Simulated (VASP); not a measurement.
# AlRu (Pm-3m) in VASP: settings compared

The runs below take AlRu through phonons, elastic constants, with PBE, PBEsol.

Everything below comes from runs of VASP 6.6.1. Logs are shortened: lines on timing, memory, paths and dates and some standing lists are left out, and cuts for length are marked.

## (1) The crystal as given

It takes space group Pm-3m (No. 221, cubic). Conventional cell: a = 2.992 Å, b = 2.992 Å, c = 2.992 Å, α = 90.00°, β = 90.00°, γ = 90.00°. Ru (site symmetry m-3m) has 8 Al at 2.59 Å as nearest neighbours. Al (site symmetry m-3m) has 8 Ru at 2.59 Å as nearest neighbours.

## (2) Phonons, PBE

File POSCAR:

```
AlRu
1.0
    2.9916000000      0.0000000000      0.0000000000
    0.0000000000      2.9916000000      0.0000000000
    0.0000000000      0.0000000000      2.9916000000
Ru Al
1 1
Direct
    0.5000000000      0.5000000000      0.5000000000
    0.0000000000      0.0000000000      0.0000000000
```

File INCAR.step1:

```
SYSTEM = AlRu
ALGO = Normal
EDIFF = 1E-8
EDIFFG = -0.002
ENCUT = 600
GGA = PE
IBRION = 2
ISIF = 3
ISMEAR = -1
LASPH = .True.
LCHARG = .False.
LREAL = .False.
LWAVE = .False.
NELM = 60
NSW = 40
PREC = Accurate
SIGMA = 0.05
```

File INCAR.step2:

```
SYSTEM = AlRu
ALGO = Normal
EDIFF = 1E-8
ENCUT = 600
GGA = PE
IBRION = 8
ISIF = 2
ISMEAR = -1
LASPH = .True.
LCHARG = .False.
LREAL = .False.
LWAVE = .False.
NELM = 60
NSW = 1
PREC = Accurate
SIGMA = 0.05
```

File KPOINTS:

```
k-points
0
Gamma
  7 7 7
  0 0 0
```

Potentials or basis: VASP PAW PBE potentials, release 64 (Ru_pv, Al).

Launch:

```
cat potpaw_PBE.64/Ru_pv/POTCAR potpaw_PBE.64/Al/POTCAR > POTCAR
cp INCAR.step1 INCAR
mpirun -np 1 vasp_std > vasp.out
cp CONTCAR POSCAR
cp INCAR.step2 INCAR
mpirun -np 1 vasp_std > vasp.out
```

OUTCAR:

```text
SYSTEM = AlRu
   EDIFF = 1E-8
   ENCUT = 600
   GGA = PE
   IBRION = 8
   ISIF = 2
   ISMEAR = -1
   LASPH = .True.
   LREAL = .False.
   NELM = 60
   NSW = 1
   PREC = Accurate

 ion  position               nearest neighbor table
   1  0.500  0.500  0.500-   2 2.60   2 2.60   2 2.60   2 2.60   2 2.60   2 2.60   2 2.60   2 2.60

   2  0.000  0.000  0.000-   1 2.60   1 2.60   1 2.60   1 2.60   1 2.60   1 2.60   1 2.60   1 2.60

  LATTYP: Found a simple cubic cell.
 ALAT       =     3.0036118347

  Lattice vectors:

 A1 = (   3.0036118347,   0.0000000000,   0.0000000000)
 A2 = (   0.0000000000,   3.0036118347,   0.0000000000)
 A3 = (   0.0000000000,   0.0000000000,   3.0036118347)

Analysis of symmetry for initial positions (statically):
=====================================================================
 Subroutine PRICEL returns:
 Original cell was already a primitive cell.

 Routine SETGRP: Setting up the symmetry group for a
 simple cubic supercell.

 Subroutine GETGRP returns: Found 48 space group operations
 (whereof 48 operations were pure point group operations)
 out of a pool of 48 trial point group operations.

The static configuration has the point symmetry O_h .

Analysis of symmetry for dynamics (positions and initial velocities):
=====================================================================
 Subroutine PRICEL returns:
 Original cell was already a primitive cell.

 Routine SETGRP: Setting up the symmetry group for a
 simple cubic supercell.

 Subroutine GETGRP returns: Found 48 space group operations
 (whereof 48 operations were pure point group operations)
 out of a pool of 48 trial point group operations.

The dynamic configuration has the point symmetry O_h .

 Subroutine INISYM returns: Found 48 space group operations
 (whereof 48 operations are pure point group operations),
 and found     1 'primitive' translations

----------------------------------------------------------------------------------------

                                     Primitive cell

  volume of cell :      27.0976

  direct lattice vectors                    reciprocal lattice vectors
     3.003611835  0.000000000  0.000000000     0.332932501  0.000000000  0.000000000
     0.000000000  3.003611835  0.000000000     0.000000000  0.332932501  0.000000000
     0.000000000  0.000000000  3.003611835     0.000000000  0.000000000  0.332932501

  length of vectors
     3.003611835  3.003611835  3.003611835     0.332932501  0.332932501  0.332932501

  position of ions in fractional coordinates (direct lattice)
     0.500000000  0.500000000  0.500000000
     0.000000000  0.000000000  0.000000000

  ion indices of the primitive-cell ions
   primitive index   ion index
                 1           1
                 2           2

----------------------------------------------------------------------------------------

 KPOINTS: k-points

Automatic generation of k-mesh.
 Grid dimensions read from file:
 generate k-points for:    7    7    7

 Generating k-lattice:

  Cartesian coordinates                     Fractional coordinates (reciprocal lattice)
     0.047561786  0.000000000  0.000000000     0.142857143  0.000000000  0.000000000
     0.000000000  0.047561786  0.000000000     0.000000000  0.142857143  0.000000000
     0.000000000  0.000000000  0.047561786     0.000000000  0.000000000  0.142857143

  Length of vectors
[... 80 lines left out ...]
   LRPA    =     F    only Hartree local field effects (RPA)
 non-spin polarized calculation
  energy-cutoff  :      600.00
  volume of cell :       27.10
 maximum number of plane-waves:       919
 NGX is ok and might be reduce to    24
   NGX = 11   NGY = 11   NGZ = 11

--------------------------------------- Ionic step        1  -------------------------------------------

 number of electron      16.9999996 magnetization

 Free energy of the ion-electron system (eV)
  ---------------------------------------------------
  ext. energy  EPLUGINS =         0.00000000
  ---------------------------------------------------
  free energy    TOTEN  =       -14.27571276 eV

  energy without entropy =      -14.25785163  energy(sigma->0) =      -14.26678219

 E-fermi :  10.5846     XC(G=0): -12.5034

 val. band max:       10.5112514494   @ k =   0.2857   0.1429   0.0000
 cond. band min:      10.6028703522   @ k =   0.4286   0.4286   0.1429
 fundamental gap:      0.0916189027
 Fermi energy:        10.5846477846

 k-point     1 :       0.0000    0.0000    0.0000
  band No.  band energies     occupation
      1     -31.2026      2.00000
      2     -31.2026      2.00000
      3     -31.2026      2.00000
      4       0.9435      2.00000
      5       7.0517      2.00000
      6       7.0517      2.00000
      7      10.7332      0.09752
      8      10.7332      0.09752
      9      10.7332      0.09752
     10      16.5688      0.00000
     11      16.5688      0.00000
     12      16.5688      0.00000
[... 273 lines left out ...]
      1     -31.3489      2.00000
      2     -31.3481      2.00000
      3     -31.3481      2.00000
      4       5.7987      2.00000
      5       6.1708      2.00000
      6       6.1708      2.00000
      7      11.5069      0.00000
      8      11.5069      0.00000
      9      13.0909      0.00000
     10      13.6713      0.00000
     11      15.1411      0.00000
     12      15.1411      0.00000

------------------------ aborting loop because EDIFF is reached ----------------------------------------

  FORCE on cell =-STRESS in cart. coord.  units (eV):
  Direction    XX          YY          ZZ          XY          YZ          ZX
  --------------------------------------------------------------------------------------
  -------------------------------------------------------------------------------------
  Total        0.0001692      0.0001692      0.0001692      0.0000000      0.0000000      0.0000000
  in kB        0.0100063      0.0100063      0.0100063      0.0000000      0.0000000      0.0000000
  external PRESSURE =       0.0100063 kB  Pullay stress =       0.0000000 kB

 VOLUME and BASIS-vectors are now :
 -----------------------------------------------------------------------------
  energy-cutoff  :      600.00
  volume of cell :       27.10
      direct lattice vectors                 reciprocal lattice vectors
     3.003611835  0.000000000  0.000000000     0.332932501  0.000000000  0.000000000
     0.000000000  3.003611835  0.000000000     0.000000000  0.332932501  0.000000000
     0.000000000  0.000000000  3.003611835     0.000000000  0.000000000  0.332932501

 POSITION                                       TOTAL-FORCE (eV/Angst)
 -----------------------------------------------------------------------------------
      1.50181      1.50181      1.50181         0.000000      0.000000      0.000000
      0.00000      0.00000      0.00000         0.000000      0.000000      0.000000
 -----------------------------------------------------------------------------------
    total drift:                                0.000000     -0.000000     -0.000000

  FREE ENERGIE OF THE ION-ELECTRON SYSTEM (eV)
  ---------------------------------------------------
  free  energy   TOTEN  =       -14.2757127588 eV

  energy  without entropy=      -14.2578516270  energy(sigma->0) =      -14.26678219

[... ionic steps 2 to 3 ...]

--------------------------------------- Ionic step        4  -------------------------------------------

------------------------ aborting loop because EDIFF is reached ----------------------------------------

[... ionic steps 5 to 6 ...]

--------------------------------------- Ionic step        7  -------------------------------------------

 Free energy of the ion-electron system (eV)
  ---------------------------------------------------
  ---------------------------------------------------
  free energy    TOTEN  =        -0.00608775 eV

  energy without entropy =       -0.00608775

------------------------ aborting loop because EDIFF is reached ----------------------------------------

 INTERNAL STRAIN TENSOR  FOR ION    2  DIRECTION 1   (eV/Angst):
 -----------------------------------------------------------------------------
    -0.03744  0.00000  0.00000
     0.00000  0.01780  0.00000
    -0.00000  0.00000  0.01780

 INTERNAL STRAIN TENSOR FOR ION    2 for displacements in x,y,z  (eV/Angst):
          X           Y           Z          XY          YZ          ZX
  --------------------------------------------------------------------------------
  x     0.00000     0.00000     0.00000     0.00000     0.00000     0.00000
  y     0.00000     0.00000     0.00000     0.00000     0.00000     0.00000
  z     0.00000     0.00000     0.00000     0.00000     0.00000     0.00000

 SECOND DERIVATIVES (NOT SYMMETRIZED)
 ------------------------------------
               1X          1Y          1Z          2X          2Y          2Z
  1X    -7.385634    0.000000   -0.000000    7.385634   -0.000000    0.000000
  1Y     0.000000   -7.385634    0.000000    0.000000    7.385634   -0.000000
  1Z    -0.000000   -0.000000   -7.385634    0.000000    0.000000    7.385634
  2X     7.392350   -0.000000   -0.000000   -7.392350    0.000000    0.000000
  2Y    -0.000000    7.392350   -0.000000    0.000000   -7.392350    0.000000
  2Z    -0.000000   -0.000000    7.392350    0.000000    0.000000   -7.392350

 Eigenvectors and eigenvalues of the dynamical matrix
 ----------------------------------------------------

   1 f  =    9.209833 THz    57.867088 2PiTHz  307.206962 cm-1    38.088792 meV
             X         Y         Z           dx          dy          dz
      1.501806  1.501806  1.501806     0.458862    0.000000    0.000000
      0.000000  0.000000  0.000000    -0.888508   -0.000000    0.000000
[... 21 lines left out ...]
   6 f/i=    0.001706 THz     0.010721 2PiTHz    0.056918 cm-1     0.007057 meV
             X         Y         Z           dx          dy          dz
      1.501806  1.501806  1.501806    -0.888508   -0.000000    0.000000
      0.000000  0.000000  0.000000    -0.458862    0.000000    0.000000

--------------------------------------------------------------------------------------------------------

 ELASTIC MODULI CONTR FROM IONIC RELAXATION (kBar)
 Direction    XX          YY          ZZ          XY          YZ          ZX
 --------------------------------------------------------------------------------
 XX           0.0000      0.0000      0.0000      0.0000      0.0000      0.0000
 YY           0.0000      0.0000      0.0000      0.0000      0.0000      0.0000
 ZZ           0.0000      0.0000      0.0000      0.0000      0.0000      0.0000
 XY           0.0000      0.0000      0.0000      0.0000      0.0000      0.0000
 YZ           0.0000      0.0000      0.0000      0.0000      0.0000      0.0000
 ZX           0.0000      0.0000      0.0000      0.0000      0.0000      0.0000
 --------------------------------------------------------------------------------
```

Run time: 41 s. Hardware: 1 thread of AMD EPYC 9R45 (Zen 5), shared host; peak memory 0.15 GiB.

What came out:

```
Relaxed volume                                          : 13.55 Å³/atom
Relaxed cell                                            : a = 3.004 Å, b = 3.004 Å, c = 3.004 Å, α = 90.00°, β = 90.00°, γ = 90.00°
Space group after relaxing (to 0.05 Å)                  : Pm-3m (No. 221)
Highest phonon frequency at Γ, LO-TO splitting left out : 307 cm⁻¹
```

The path:
```
step  energy change (eV)  largest force (eV/Å)  pressure (GPa)  volume (Å³)
   1              0.0000                0.0000            2.52        26.77
   2              0.0032                0.0000           -3.58        27.60
   3             -0.0025                0.0000            0.00        27.10
```

Final structure:
```
CELL_PARAMETERS angstrom
3.00361 0.00000 0.00000
0.00000 3.00361 0.00000
0.00000 0.00000 3.00361
ATOMIC_POSITIONS crystal
Ru 0.50000 0.50000 0.50000
Al 0.00000 0.00000 0.00000
```

Phonon frequencies in cm⁻¹ (negative: imaginary):
```tsv
q point	frequencies
(0.000, 0.000, 0.000)	0 0 0 307 307 307
```

## (3) Elastic constants, PBE

POSCAR is that of step 2.

File INCAR.step1:

```
ALGO = Fast
EDIFF = 1E-8
EDIFFG = -0.002
ENCUT = 600
GGA = PE
IBRION = 2
ISIF = 3
ISMEAR = -1
LASPH = True
LCHARG = False
LREAL = False
LWAVE = False
NELM = 100
NSW = 40
PREC = Accurate
SIGMA = 0.05
```

File INCAR.step2:

```
ALGO = Fast
EDIFF = 1E-8
ENCUT = 600
GGA = PE
IBRION = 6
ISIF = 3
ISMEAR = -1
LASPH = True
LCHARG = False
LREAL = False
LWAVE = False
NELM = 100
NFREE = 2
NSW = 1
POTIM = 0.015
PREC = Accurate
SIGMA = 0.05
```

File KPOINTS:

```
k-points
0
Gamma
  7 7 7
```

Potentials or basis: VASP PAW PBE potentials, release 64 (Ru_pv, Al).

Launch:

```
cat potpaw_PBE.64/Ru_pv/POTCAR potpaw_PBE.64/Al/POTCAR > POTCAR
cp INCAR.step1 INCAR
mpirun -np 1 vasp_std > vasp.out
cp CONTCAR POSCAR
cp INCAR.step2 INCAR
mpirun -np 1 vasp_std > vasp.out
```

OUTCAR:

```text
EDIFF = 1E-8
   ENCUT = 600
   GGA = PE
   IBRION = 6
   ISIF = 3
   ISMEAR = -1
   LASPH = True
   LREAL = False
   NELM = 100
   NFREE = 2
   NSW = 1
   POTIM = 0.015
   PREC = Accurate

 ion  position               nearest neighbor table
   1  0.500  0.500  0.500-   2 2.60   2 2.60   2 2.60   2 2.60   2 2.60   2 2.60   2 2.60   2 2.60

   2  0.000  0.000  0.000-   1 2.60   1 2.60   1 2.60   1 2.60   1 2.60   1 2.60   1 2.60   1 2.60

  LATTYP: Found a simple cubic cell.
 ALAT       =     3.0036114576

  Lattice vectors:

 A1 = (   3.0036114576,   0.0000000000,   0.0000000000)
 A2 = (   0.0000000000,   3.0036114576,   0.0000000000)
 A3 = (   0.0000000000,   0.0000000000,   3.0036114576)
[... 782 lines left out ...]
  --------------------------------------------------------------------------------
  x     0.00000     0.00000     0.00000     0.00000     0.00000     0.00000
  y     0.00000     0.00000     0.00000     0.00000     0.00000     0.00000
  z     0.00000     0.00000     0.00000     0.00000     0.00000     0.00000

 INTERNAL STRAIN TENSOR FOR ION    2 for displacements in x,y,z  (eV/Angst):
          X           Y           Z          XY          YZ          ZX
  --------------------------------------------------------------------------------
  x     0.00000     0.00000     0.00000     0.00000     0.00000     0.00000
  y     0.00000     0.00000     0.00000     0.00000     0.00000     0.00000
  z     0.00000     0.00000     0.00000     0.00000     0.00000     0.00000

 Eigenvectors and eigenvalues of the dynamical matrix
 ----------------------------------------------------

   1 f  =    9.211631 THz    57.878386 2PiTHz  307.266943 cm-1    38.096229 meV
             X         Y         Z           dx          dy          dz
      1.501806  1.501806  1.501806     0.394397    0.235095    0.000000
      0.000000  0.000000  0.000000    -0.763076   -0.454860   -0.000000
[... 21 lines left out ...]
   6 f/i=    0.001279 THz     0.008034 2PiTHz    0.042650 cm-1     0.005288 meV
             X         Y         Z           dx          dy          dz
      1.501806  1.501806  1.501806    -0.024942    0.106441    0.881606
      0.000000  0.000000  0.000000    -0.012891    0.055014    0.455660

--------------------------------------------------------------------------------------------------------

 ELASTIC MODULI CONTR FROM IONIC RELAXATION (kBar)
 Direction    XX          YY          ZZ          XY          YZ          ZX
 --------------------------------------------------------------------------------
 XX           0.0000      0.0000      0.0000      0.0000      0.0000      0.0000
 YY           0.0000      0.0000      0.0000      0.0000      0.0000      0.0000
 ZZ           0.0000      0.0000      0.0000      0.0000      0.0000      0.0000
 XY           0.0000      0.0000      0.0000      0.0000      0.0000      0.0000
 YZ           0.0000      0.0000      0.0000      0.0000      0.0000      0.0000
 ZX           0.0000      0.0000      0.0000      0.0000      0.0000      0.0000
 --------------------------------------------------------------------------------

 TOTAL ELASTIC MODULI (kBar)
 Direction    XX          YY          ZZ          XY          YZ          ZX
 --------------------------------------------------------------------------------
 XX        3051.9336   1536.9202   1536.9202      0.0000     -0.0000     -0.0000
 YY        1536.9202   3051.9336   1536.9202     -0.0000     -0.0000      0.0000
 ZZ        1536.9202   1536.9202   3051.9336     -0.0000     -0.0000      0.0000
 XY           0.0000     -0.0000     -0.0000   1127.0146      0.0000      0.0000
 YZ          -0.0000     -0.0000     -0.0000      0.0000   1127.0146      0.0000
 ZX          -0.0000      0.0000      0.0000      0.0000      0.0000   1127.0146
 --------------------------------------------------------------------------------
```

OSZICAR.step1:

```text
N       E                     dE             d eps       ncg     rms          rms(c)
DAV:   1     0.132953325932E+03    0.13295E+03   -0.10453E+04   480   0.149E+03
DAV:   2    -0.121083312165E+02   -0.14506E+03   -0.13945E+03   496   0.379E+02
DAV:   3    -0.149327202971E+02   -0.28244E+01   -0.27712E+01   584   0.549E+01
[... 49 lines left out ...]
RMM:  12    -0.142755618020E+02    0.99277E-07   -0.44843E-08   386   0.238E-03    0.841E-03
RMM:  13    -0.142755618466E+02   -0.44647E-07   -0.17424E-08   300   0.120E-03    0.911E-03
RMM:  14    -0.142755618892E+02   -0.42541E-07   -0.44755E-08   429   0.261E-03    0.558E-03
RMM:  15    -0.142755619069E+02   -0.17743E-07   -0.31930E-08   355   0.209E-03    0.233E-03
RMM:  16    -0.142755619162E+02   -0.92632E-08   -0.95468E-09   279   0.109E-03
   3 F= -.14275562E+02 E0= -.14266631E+02  d E =-.249828E-02
```

Run time: 2.9 min. Hardware: 1 thread of AMD EPYC 9R45 (Zen 5), shared host; peak memory 0.17 GiB.

Results:

- Relaxed volume: 13.55 Å³/atom
- Relaxed cell: a = 3.004 Å, b = 3.004 Å, c = 3.004 Å, α = 90.00°, β = 90.00°, γ = 90.00°
- Space group after relaxing (to 0.05 Å): Pm-3m (No. 221)
- Elastic constants C11, C12, C44: 305, 154, 113 GPa
- Voigt bulk modulus: 204 GPa
- Highest phonon frequency at Γ, LO-TO splitting left out: 307 cm⁻¹

Step by step:
| step | energy change (eV) | largest force (eV/Å) | pressure (GPa) | volume (Å³) |
| --- | --- | --- | --- | --- |
| 1 | 0.0000 | 0.0000 | 2.52 | 26.77 |
| 2 | 0.0032 | 0.0000 | -3.58 | 27.60 |
| 3 | -0.0025 | 0.0000 | 0.00 | 27.10 |

Final structure:
```xyz
2
Lattice="3.0036 0.0000 0.0000 0.0000 3.0036 0.0000 0.0000 0.0000 3.0036" Properties=species:S:1:pos:R:3 pbc="T T T"
Ru    1.5018    1.5018    1.5018
Al    0.0000    0.0000    0.0000
```

Phonon frequencies in cm⁻¹ (negative: imaginary):
| q point | frequencies |
| --- | --- |
| (0.000, 0.000, 0.000) | 0 0 0 307 307 307 |

Elastic tensor in Voigt notation (GPa, in the Cartesian axes of the cell as first typed):
```
305 154 154   0   0   0
154 305 154   0   0   0
154 154 305   0   0   0
  0   0   0 113   0   0
  0   0   0   0 113   0
  0   0   0   0   0 113
```

Clamped-ion elastic tensor (GPa):
```
305 154 154   0   0   0
154 305 154   0   0   0
154 154 305   0   0   0
  0   0   0 113   0   0
  0   0   0   0 113   0
  0   0   0   0   0 113
```

[end of part 1 of 2]
